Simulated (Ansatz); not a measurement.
## CsPbCl3 in I4/mcm, a phase reached by a soft mode: following an unstable mode

Which phase does CsPbCl3 in I4/mcm, a phase reached by a soft mode fall into along its unstable mode, and how much energy does it gain?

Program: Ansatz 0.2.0. Level of theory: DFT PBEsol, scalar-relativistic, plane waves, PAW; PAW set soft_1. Results are calculated unless marked as measured.

The structure was built from a prototype and need not be the compound's stable phase.

### 1. The starting structure

It takes space group I4/mcm (No. 140, tetragonal). The conventional cell has a = 7.775 Å, b = 7.775 Å, c = 11.384 Å, α = 90.00°, β = 90.00°, γ = 90.00°. Cs has 12 Cl at 3.51 to 4.47 Å nearest. Nearest to Pb lie 6 Cl at 2.84 to 2.85 Å. Nearest to Cl lie 2 Pb at 2.84 Å and 4 Cs at 3.51 to 4.47 Å. Nearest to Cl lie 2 Pb at 2.85 Å and 4 Cs at 3.89 Å. Farther neighbours and most contacts between anions are not listed.

### 2. Linear response at the zone centre

This phase was reached earlier by freezing in an unstable mode of a structure of higher symmetry and relaxing. Its zone-centre modes can show that it is still unstable.

input.yaml reads:

```yaml
crystal:
  lattice:
    - [-3.8875140237, 3.8875140237, 5.6922219697]
    - [3.8875140237, -3.8875140237, 5.6922219697]
    - [3.8875140237, 3.8875140237, -5.6922219697]
  atoms:
    - { symbol: Cs, position: [0.75, 0.25, 0.5] }
    - { symbol: Cs, position: [0.25, 0.75, 0.5] }
    - { symbol: Pb, position: [0.0, 0.0, 0.0] }
    - { symbol: Pb, position: [0.5, 0.5, 0.0] }
    - { symbol: Cl, position: [0.8137468842, 0.3137468842, 0.1274937684] }
    - { symbol: Cl, position: [0.1862531158, 0.6862531158, 0.8725062316] }
    - { symbol: Cl, position: [0.25, 0.25, 0.0] }
    - { symbol: Cl, position: [0.75, 0.75, 0.0] }
    - { symbol: Cl, position: [0.3137468842, 0.1862531158, 0.5] }
    - { symbol: Cl, position: [0.6862531158, 0.8137468842, 0.5] }
kpoints:
  mp_grid: { grid: [6, 6, 6] }
hamiltonian:
  xc: pbesol
  pseudopotentials: { kind: paw, azcp: { folder: soft_1 }, xc_functional: pbe }
scf:
  occupations: { method: fixed }
output:
  eigenvalues: true
phonons:
  method: dfpt
  dielectric: true
  rigid_motions: translations
```

Command:

```
$ ansatz run input.yaml --threads 4 --pin off --max-ram 16384MiB --backend cpu --events-out ev --progress --plain --runs-dir out
```

Numbers of over 12 decimals in the logs are rounded to 6 here.

Output:

```text
Engine: ansatz 0.2.0, aarch64-unknown-linux-gnu
Pseudopotentials: kind: paw
Pseudopotential: Cs, paw, valence charge 9, recommended cutoff 420 eV (normal), soft_1/Cs.paw.azcp
Pseudopotential: Pb, paw, valence charge 14, recommended cutoff 420 eV (normal), soft_1/Pb.paw.azcp
Pseudopotential: Cl, paw, valence charge 7, recommended cutoff 420 eV (normal), soft_1/Cl.paw.azcp
Functional definition: PBEsol
  exchange = pbesol_x
  correlation = pbesol_c
Crystal: 10 atoms, lattice volume = 344.101 Å³
Basis set: ecut = 420 eV, 6695 PW (Γ), exchange–correlation on 108×108×108 points (8 copies of the dense FFT grid, shifted against one another)
Bands: 54, of which v1, the nominal top of the filled ones, is band 44 counted from 1 (43 counted from 0)
Symmetry: 16 space group operations
k-points: 112 of 216 (irreducible under 1 space group operation, time reversal used)
Non-local potential: Cs, projectors of the file, l = 0: 3, l = 1: 2, l = 2: 2, l = 3: 2
Non-local potential: Pb, projectors of the file, l = 0: 2, l = 1: 2, l = 2: 2, l = 3: 1
Non-local potential: Cl, projectors of the file, l = 0: 2, l = 1: 2, l = 2: 1
PAW form: soft (Blöchl's): semilocal exchange-correlation on the pseudo side does not see the compensation charge
PAW frozen core: Cs, regenerated for the run's functional, and the local potential with it (the file was generated under x = pbe(κ = 0.804, μ = 0.219515), c = pbe(β = 0.066725))
PAW frozen core: Pb, regenerated for the run's functional, and the local potential with it (the file was generated under x = pbe(κ = 0.804, μ = 0.219515), c = pbe(β = 0.066725))
PAW frozen core: Cl, regenerated for the run's functional, and the local potential with it (the file was generated under x = pbe(κ = 0.804, μ = 0.219515), c = pbe(β = 0.066725))
PAW one-centre angular grid: Cs, 194 points (default); XC on 64 Gauss nodes
PAW one-centre angular grid: Pb, 590 points (default); XC on 64 Gauss nodes
PAW one-centre angular grid: Cl, 110 points (default); XC on 64 Gauss nodes
Initial density: superposition of atomic densities (chi_scale 0.1, normalization cell, long waves kept (reshape's long-wave potential 0.00 eV rms))
Initial wavefunctions: pseudopotential atomic-orbital guess
Functional: x = pbesol(κ = 0.804, μ = 0.123457), c = pbesol(β = 0.046)
SCF iter   1: F=—  HF=-41068.563617 eV  |F-HF|=—  |Δ(HF+E_count)|=         —  Δρ=2.50e-2  dr2=5.12e0  ethr=3.10e-3  ⟨swp⟩=6.0  Hψ=22824  notcnv=0  defer=755
preconditioner: auto → Resta (q_TF=auto, 2.174 Å⁻¹)  ε∞=3.1  [insulator: Δε(μ)=1.819 eV  Ē_g=12.788 eV  n_scr=58 (ndim 8)  ℏωp=18.3 eV  f_vac=0.011  ε∞_Penn≈3.1]
SCF iter   2: F=—  HF=-41066.861282 eV  |F-HF|=—  |Δ(HF+E_count)|=    1.70e0  Δρ=1.15e-2  dr2=1.56e0  ethr=3.10e-3  ⟨swp⟩=3.7  Hψ=11364  notcnv=0  defer=755
SCF iter   3: F=—  HF=-41066.136582 eV  |F-HF|=—  |Δ(HF+E_count)|=   7.25e-1  Δρ=3.44e-3  dr2=9.90e-2  ethr=1.77e-3  ⟨swp⟩=4.1  Hψ=11800  notcnv=0  defer=858
SCF iter   4: F=—  HF=-41066.107203 eV  |F-HF|=—  |Δ(HF+E_count)|=   2.94e-2  Δρ=1.21e-3  dr2=6.89e-3  ethr=1.12e-4  ⟨swp⟩=3.6  Hψ=10880  notcnv=0  defer=866
SCF iter   5: F=—  HF=-41066.109631 eV  |F-HF|=—  |Δ(HF+E_count)|=   2.43e-3  Δρ=2.11e-4  dr2=1.72e-4  ethr=7.83e-6  ⟨swp⟩=3.7  Hψ=8961  notcnv=0  defer=895
SCF iter   6: F=—  HF=-41066.109861 eV  |F-HF|=—  |Δ(HF+E_count)|=   2.30e-4  Δρ=3.61e-5  dr2=5.66e-6  ethr=1.96e-7  ⟨swp⟩=2.0  Hψ=10428  notcnv=0  defer=895
SCF iter   7: F=—  HF=-41066.109794 eV  |F-HF|=—  |Δ(HF+E_count)|=   6.72e-5  Δρ=1.68e-5  dr2=1.45e-6  ethr=6.43e-9  ⟨swp⟩=2.0  Hψ=9627  notcnv=0  defer=851
SCF iter   8: F=—  HF=-41066.109794 eV  |F-HF|=—  |Δ(HF+E_count)|=   8.96e-9  Δρ=3.02e-6  dr2=5.14e-8  ethr=1.65e-9  ⟨swp⟩=2.0  Hψ=9133  notcnv=0  defer=851
SCF iter   9: F=—  HF=-41066.109794 eV  |F-HF|=—  |Δ(HF+E_count)|=   8.63e-8  Δρ=8.44e-7  dr2=5.17e-9  ethr=5.85e-11  ⟨swp⟩=2.0  Hψ=8366  notcnv=0  defer=851
SCF iter  10: F=—  HF=-41066.109794 eV  |F-HF|=—  |Δ(HF+E_count)|=   8.00e-9  Δρ=2.37e-7  dr2=2.35e-10  ethr=5.88e-12  ⟨swp⟩=2.0  Hψ=10480  notcnv=0  defer=851
SCF iter  11: F=-41066.109794 eV  HF=-41066.109794 eV  |F-HF|=2.18e-11  |Δ(HF+E_count)|=  3.35e-10  Δρ=6.75e-8  dr2=1.65e-11  ethr=1.00e-12  ⟨swp⟩=21.4  Hψ=50995  notcnv=0
SCF 1 converged in 11 iterations: F = -41066.109794 eV  dr2 = 1.65e-11
  greatest PAW one-centre occupation: 0.982 electrons in one spin orbital (limit 2), on the Pb atom at site 2 (counted from 0), in its partial waves of l = 2
NSCF: frozen V_eff on 4 k-points
DFPT response loops at Γ: preconditioner auto → Resta (q_TF=auto, 2.174 Å⁻¹)  ε∞=5.4 (no band partly filled); β = 1.00, the filter's whole step (`scf.mixing.beta` (0.50) is not read by the response loops at its default; to damp them type it under 1.00, their step now; it binds the ground state too); Broyden in place of MSR1
── the response to a field inside a basis, on 6×6×6 k-points: an SCF that follows is theirs, and a resumed run solves both again ──
Bands: 45, of which v1, the nominal top of the filled ones, is band 44 counted from 1 (43 counted from 0)
k-points: 28 of 216
Initial density: handed on by an earlier stage of this run
Initial wavefunctions: pseudopotential atomic-orbital guess (no wavefunctions were taken with the density)
Eigensolver: Dense (28 Hₖ)
SCF iter   1: F=—  HF=-41065.709979 eV  |F-HF|=—  |Δ(HF+E_count)|=         —  Δρ=4.30e-4  dr2=2.38e-4  ethr=1.00e-1
preconditioner: auto → Resta (q_TF=auto, 2.174 Å⁻¹)  ε∞=3.7  [insulator: Δε(μ)=2.279 eV  Ē_g=11.258 eV  n_scr=58 (ndim 8)  ℏωp=18.3 eV  f_vac=0.067  ε∞_Penn≈3.7]
SCF iter   2: F=—  HF=-41065.710063 eV  |F-HF|=—  |Δ(HF+E_count)|=   8.35e-5  Δρ=2.27e-4  dr2=8.02e-5  ethr=2.70e-7
SCF iter   3: F=—  HF=-41065.710105 eV  |F-HF|=—  |Δ(HF+E_count)|=   4.18e-5  Δρ=2.69e-5  dr2=2.77e-6  ethr=9.11e-8
SCF iter   4: F=—  HF=-41065.710107 eV  |F-HF|=—  |Δ(HF+E_count)|=   1.96e-6  Δρ=7.86e-6  dr2=3.63e-7  ethr=3.15e-9
SCF iter   5: F=-41065.710107 eV  HF=-41065.710107 eV  |F-HF|=1.64e-8  |Δ(HF+E_count)|=   6.02e-7  Δρ=1.43e-6  dr2=1.66e-8  ethr=4.13e-10
SCF 1 converged in 5 iterations: F = -41065.710107 eV  dr2 = 1.66e-8
DFPT response loops at Γ: preconditioner auto → Resta (q_TF=auto, 2.174 Å⁻¹)  ε∞=5.1 (no band partly filled); β = 1.00, the filter's whole step (`scf.mixing.beta` (0.50) is not read by the response loops at its default; to damp them type it under 1.00, their step now; it binds the ground state too); Broyden in place of MSR1
SCF converged after 11 iterations
Free energy (F): -41066.109794 eV
Harris-Foulkes:  -41066.109794 eV  (|F-HF|=2.18e-11)
Internal energy: -41066.109794 eV  (E = F + TS)
E sigma→0 (E₀):  -41066.109794 eV
Fermi energy:    3.810947 eV
--- Per-component energies (eV) ---
  E_band       = -457.618222
  E_kinetic    = 1785.642476
  E_local      = -5036.104010  (includes V_loc(G=0)·N_el)
  E_nonlocal   = 851.962185
  E_hartree    = 1877.403309
  E_xc         = -1405.446436
  E_vxc        = -1249.847302  (∫ρ·V_xc dr)
  E_paw        = -34282.590245  (= ΣΔE_a)
  E_vpaw       = -564.079064  (= ΣTr[D̂ρ^β])
  E_aug_tail   = 0.000652  (compensation charges beyond the density's cutoff)
  E_ewald      = -4857.860987
  E_core_change = 0.883262  (= ΣΔE_core)
  E_smearing   = -0.000000  (= −TS)
  E_closure    = -0.000000  (closes the sum)
  Σ components = -41066.109794   (vs F -41066.109794, Δ=0.00e0)
--- Band table (eV; the first three rows and the last of 112) ---
  k-point 0: bands = [... 40 lower, 1.8423, 1.8704, 1.8704, 3.8109, 5.8968, 6.1701, 6.1701, 7.6849, ... 6 higher]
  k-point 1: bands = [... 40 lower, 1.7781, 1.8795, 1.9610, 3.4880, 6.0131, 6.2452, 6.8754, 7.9571, ... 6 higher]
  k-point 2: bands = [... 40 lower, 1.7093, 1.8926, 2.0232, 3.1678, 6.2471, 6.4239, 7.5638, 8.0630, ... 6 higher]
  k-point 111: bands = [... 40 lower, 1.7306, 1.8083, 2.4949, 3.0978, 6.5646, 6.5646, 6.8109, 8.7580, ... 6 higher]
--- Phonons (Γ-DFPT): 8 representative perturbations + reference, on 112 of 216 k-points (Σ response iterations 26) ---
  k mesh reduced under 1 symmetry operation, with k and −k counted as one. Each operation leaves every solved perturbation unchanged. A smaller set is not considered because the run solves the response to a homogeneous field
  ASR residual: 3.989e-5 → 0.000e0 eV/Å²; symmetrization residual: 1.828e-5 eV/Å²
  ASR residual per site (eV/Å²): 3.99e-5 3.99e-5 2.86e-5 2.86e-5 2.93e-5 2.93e-5 1.78e-5 1.78e-5 2.93e-5 2.93e-5
  Γ frequencies (cm⁻¹): -17.39 -17.39 0.00 0.00 0.00 27.92 27.92 47.05 47.05 48.16 52.16 52.33 52.33 60.74 60.74 78.41 80.03 82.71 92.35 92.87 92.87 101.55 101.55 106.73 112.30 115.67 115.67 200.74 201.40 246.12
  ε∞ (high-frequency dielectric tensor):
        3.809290     0.000000    -0.000000
        0.000000     3.809290    -0.000000
       -0.000000    -0.000000     4.115301
  softest optical mode at Γ: -17.39 cm⁻¹; the repairs (sum rule, projections) moved no ω² at Γ by more than (2.12 cm⁻¹)²
  Born effective charges Z* (e; rows j = field, columns β = displacement):
    site 0:
         1.24753    0.00000    0.00000
        -0.00000    1.24753    0.00000
         0.00000   -0.00000    1.43286
    site 1:
         1.24753    0.00000   -0.00000
        -0.00000    1.24753   -0.00000
         0.00000    0.00000    1.43286
    site 2:
         3.75449    0.42285    0.00000
        -0.42285    3.75449    0.00000
         0.00000    0.00000    3.84696
    site 3:
         3.75449   -0.42285   -0.00000
         0.42285    3.75449    0.00000
        -0.00000   -0.00000    3.84696
    site 4:
        -2.12081    1.32586    0.00000
         1.32586   -2.12081    0.00000
        -0.00000   -0.00000   -0.78157
    site 5:
        -2.12081    1.32586    0.00000
         1.32586   -2.12081    0.00000
        -0.00000   -0.00000   -0.78157
    site 6:
        -0.76040    0.00000   -0.00000
        -0.00000   -0.76040   -0.00000
        -0.00000   -0.00000   -3.71668
    site 7:
        -0.76040    0.00000   -0.00000
        -0.00000   -0.76040   -0.00000
         0.00000    0.00000   -3.71668
    site 8:
        -2.12081   -1.32586   -0.00000
        -1.32586   -2.12081   -0.00000
        -0.00000    0.00000   -0.78157
    site 9:
        -2.12081   -1.32586    0.00000
        -1.32586   -2.12081   -0.00000
        -0.00000   -0.00000   -0.78157
  Z* charge neutrality: 2.793e-2 e pre-enforcement
  solved inside a basis spanned on kpoints, on 6×6×6 k-points, its susceptibility summed on 10×10×12: ε∞ is read to err by 1.0e-2, Z* by 2.2e-2 e (field_mesh: kpoints solves on kpoints); Z* is corrected for what the basis lacks
  optical modes at Γ without the LO–TO term, one row a degenerate level:
      ω (cm⁻¹)  modes    IR ((D/Å)²/amu)
        -17.39      2             0.0000
         27.92      2             1.4721
         47.05      2             0.0000
         48.16      1             0.0005
         52.16      1             0.0000
         52.33      2             0.3685
         60.74      2             2.6679
[...]
optical modes at Γ + LO–TO along q̂ = [1.0000, 0.0000, 0.0000]:
      ω (cm⁻¹)  modes    IR ((D/Å)²/amu)
[...]
optical modes at Γ + LO–TO along q̂ = [0.0000, 1.0000, 0.0000]:
      ω (cm⁻¹)  modes    IR ((D/Å)²/amu)
[...]
optical modes at Γ + LO–TO along q̂ = [0.0000, 0.0000, 1.0000]:
      ω (cm⁻¹)  modes    IR ((D/Å)²/amu)
[...]
78.41      1             0.0000
         80.03      1             0.0000
         85.98      1             0.0476
         92.35      1             0.0000
         92.87      2             0.0000
        101.55      2             0.1197
        106.73      1             0.0000
        115.67      2            36.8852
        200.74      1             0.0000
        201.40      1             0.0000
        218.11      1            23.5308
        246.12      1             0.0000
```

Wall time 19 min (4 threads of Arm Neoverse V1, shared host); peak memory 8.1 GiB; 73 min of CPU time.

This step gave:

```yaml
gap_on_the_k_mesh: 2.086 eV
volume_per_atom: 34.41 Å³
sum_rule_residual_before_enforcement: 3.99e-5 eV/Å²
miss_of_the_charge_sum_rule: 0.02793 e
estimated_error_of_the_dielectric_tensor: 0.01017
estimated_error_of_the_born_charges: 0.02249 e
point_group: 4/mmm
highest_optical_mode_at_the_zone_centre_no_lo_to_term: 246.1 cm⁻¹
lowest_optical_zone_centre_mode: -17.39 cm⁻¹
mean_high_frequency_dielectric_constant: 3.911
largest_born_charge_third_of_the_trace: 3.785 e
top_of_the_zone_centre_spectrum_with_the_field: 246.1 cm⁻¹
```

Without the LO-TO term. Patterns of degenerate modes are one choice out of their space. Modes at Γ, with each element's share of the kinetic energy (negative means imaginary):

```
mode  frequency (cm⁻¹)  symmetry  Cs %  Pb %  Cl %
   1             -17.4        Eg    41     0    59
   2             -17.4        Eg    41     0    59
   3               0.0  acoustic    30    46    24
   4               0.0  acoustic    30    46    24
   5               0.0  acoustic    30    46    24
   6              27.9        Eu    56    13    31
   7              27.9        Eu    56    13    31
   8              47.0        Eg    59     0    41
   9              47.0        Eg    59     0    41
  10              48.2       A2u    52    39     9
  11              52.2       B2g    99     0     1
  12              52.3        Eu    12    19    69
  13              52.3        Eu    12    19    69
  14              60.7        Eu     3    34    63
  15              60.7        Eu     3    34    63
  16              78.4       B1u     0     0   100
  17              80.0       A1g     0     0   100
  18              82.7       A2u    18     3    79
  19              92.3       A1u     0   100     0
  20              92.9        Eg     0     0   100
  21              92.9        Eg     0     0   100
  22             101.5        Eu     0    70    30
  23             101.5        Eu     0    70    30
  24             106.7       B2g     1     0    99
  25             112.3       A2u     0    12    88
  26             115.7        Eu     0    17    83
  27             115.7        Eu     0    17    83
  28             200.7       A2g     0     0   100
  29             201.4       B1g     0     0   100
  30             246.1       A2g     0     0   100
```

Displacements in mode 1 (-17.4 cm⁻¹), the largest set to 1:
```
Cs1  0.04  0.52  0.00
Cs2 -0.04 -0.52  0.00
Pb3  0.00  0.00  0.00
Pb4  0.00  0.00  0.00
Cl5  0.00  0.00 -0.50
Cl6  0.00  0.00  0.50
Cl7  0.07 -1.00  0.00
Cl8 -0.07  1.00  0.00
Cl9  0.00  0.00  0.43
Cl10 0.00  0.00 -0.43
```

Displacements in mode 11 (52.2 cm⁻¹), the largest set to 1:
```
Cs1  0.00  0.00 -1.00
Cs2  0.00  0.00  1.00
Pb3  0.00  0.00  0.00
Pb4  0.00  0.00  0.00
Cl5  0.09  0.09  0.00
Cl6 -0.09 -0.09  0.00
Cl7  0.00  0.00  0.00
Cl8  0.00  0.00  0.00
Cl9  0.09 -0.09  0.00
Cl10-0.09  0.09  0.00
```

Before it was imposed, the acoustic sum rule was missed by 4.0e-5 eV/Å² and the charge sum rule by 0.028 e. Small misses are needed for a sound result but don't prove that mesh and cutoff are converged. The lowest optical mode is imaginary, 17.4i cm⁻¹, so the energy falls along it.

### 3. The mode frozen in, largest atomic shift 0 Å

The mode followed lies at Γ with frequency 17.4i cm⁻¹ and is 2-fold degenerate, the softest among the wavevectors solved. At small amplitude the distorted cell has space group no. 15 by a symmetry search on the positions. The undistorted cell that holds it gives the zero of energy on the same k mesh.

input.yaml: that of step 2 with these lines changed.

```diff
@@ -22,8 +22,6 @@
 scf:
-  occupations: { method: fixed }
+  occupations: { method: gaussian, width: 0.02 }
 output:
+  forces: true
+  stress: true
   eigenvalues: true
-phonons:
-  method: dfpt
-  dielectric: true
-  rigid_motions: translations
```

Output:

```text
[...]
Crystal: 10 atoms, lattice volume = 344.101 Å³
Basis set: ecut = 420 eV, 6695 PW (Γ), exchange–correlation on 108×108×108 points (8 copies of the dense FFT grid, shifted against one another)
Bands: 54, of which v1, the nominal top of the filled ones, is band 44 counted from 1 (43 counted from 0)
Symmetry: 16 space group operations
[...]
k-points: 30 of 216
[...]
k-point 0: bands = [... 40 lower, 1.8423, 1.8704, 1.8704, 3.8110, 5.8968, 6.1701, 6.1701, 7.6849, ... 3 higher]
  k-point 1: bands = [... 40 lower, 1.7781, 1.8795, 1.9610, 3.4880, 6.0132, 6.2452, 6.8754, 7.9572, ... 3 higher]
  k-point 2: bands = [... 40 lower, 1.7093, 1.8926, 2.0232, 3.1678, 6.2471, 6.4240, 7.5638, 8.0630, ... 3 higher]
  k-point 29: bands = [... 40 lower, 1.7306, 1.8083, 2.4949, 3.0978, 6.5646, 6.5646, 6.8109, 8.7580, ... 3 higher]
[key lines of the parts left out:]
SCF converged after 8 iterations
Free energy (F): -41066.109794 eV
Fermi energy:    4.853873 eV
P = ⅓ Tr σ = -0.0041 GPa (-0.041 kbar)
```

It took 11 s on 4 threads; peak memory 1 GiB.

Numbers from this step:

- pressure: -0.004057 GPa
- energy from the undistorted cell: 0 meV/atom

At this level the gap is 2.09 eV on the k-mesh of the self-consistent run, which can miss the band edges.

### 4. The mode frozen in, largest atomic shift 0.14 Å

The atoms are moved along the unstable eigenvector, the largest shift by 0.14 Å, with the cell fixed.

input.yaml, the sections that differ from step 3:

```yaml
crystal:
  lattice:
    - [-3.8875140237, 3.8875140237, 5.6922219697]
    - [3.8875140237, -3.8875140237, 5.6922219697]
    - [3.8875140237, 3.8875140237, -5.6922219697]
  atoms:
    - { symbol: Cs, position: [0.7593671661, 0.25, 0.5093671661] }
    - { symbol: Cs, position: [0.2406328339, 0.75, 0.4906328339] }
    - { symbol: Pb, position: [0.0, 0.0, 0.0] }
    - { symbol: Pb, position: [0.5, 0.5, 0.0] }
    - { symbol: Cl, position: [0.8080270811, 0.3080270811, 0.1274937684] }
    - { symbol: Cl, position: [0.1919729189, 0.6919729189, 0.8725062316] }
    - { symbol: Cl, position: [0.2319936341, 0.25, -0.0180063659] }
    - { symbol: Cl, position: [0.7680063659, 0.75, 0.0180063659] }
    - { symbol: Cl, position: [0.3194666873, 0.1919729189, 0.5] }
    - { symbol: Cl, position: [0.6805333127, 0.8080270811, 0.5] }
# kpoints, hamiltonian, scf, output: as in step 3
```

Output:

```text
[...]
Crystal: 10 atoms, lattice volume = 344.101 Å³
Basis set: ecut = 420 eV, 6695 PW (Γ), exchange–correlation on 108×108×108 points (8 copies of the dense FFT grid, shifted against one another)
Bands: 54, of which v1, the nominal top of the filled ones, is band 44 counted from 1 (43 counted from 0)
Symmetry: 4 space group operations
[...]
k-points: 68 of 216
[...]
k-point 0: bands = [... 40 lower, 1.8230, 1.8639, 1.8783, 3.7922, 5.8934, 6.1653, 6.1671, 7.6976, ... 3 higher]
  k-point 1: bands = [... 40 lower, 1.7715, 1.8690, 1.9652, 3.4697, 6.0090, 6.2415, 6.8696, 7.9665, ... 3 higher]
  k-point 2: bands = [... 40 lower, 1.7082, 1.8829, 2.0276, 3.1493, 6.2403, 6.4208, 7.5508, 8.0558, ... 3 higher]
  k-point 67: bands = [... 40 lower, 1.7290, 1.8056, 2.4768, 3.0920, 6.5448, 6.5563, 6.8080, 8.7738, ... 3 higher]
[key lines of the parts left out:]
SCF converged after 8 iterations
Free energy (F): -41066.110753 eV
Fermi energy:    4.842812 eV
P = ⅓ Tr σ = -0.0049 GPa (-0.049 kbar)
```

It took 24 s on 4 threads; peak memory 1.3 GiB; 93 s of CPU time.

Numbers from this step:

```yaml
pressure: -0.004873 GPa
gap_on_the_k_mesh: 2.101 eV
energy_from_the_undistorted_cell: -0.096 meV/atom
```

The energy, extrapolated to zero smearing, is -0.10 meV/atom against the undistorted cell.

The run ends at a pressure of 0.00 GPa, with forces up to 0.0035 eV/Å.

(Part 1 of 3 ends here.)

[Logs are printed without paths, hosts, clocks, repeated set-up lines and the standing remarks that a program may print on its own settings, such as how far it seeks lower states.]

[Hosts, paths, dates, database ids (printed as entryN), source tags and the programs' standing remarks are cut or masked in the printed files.]
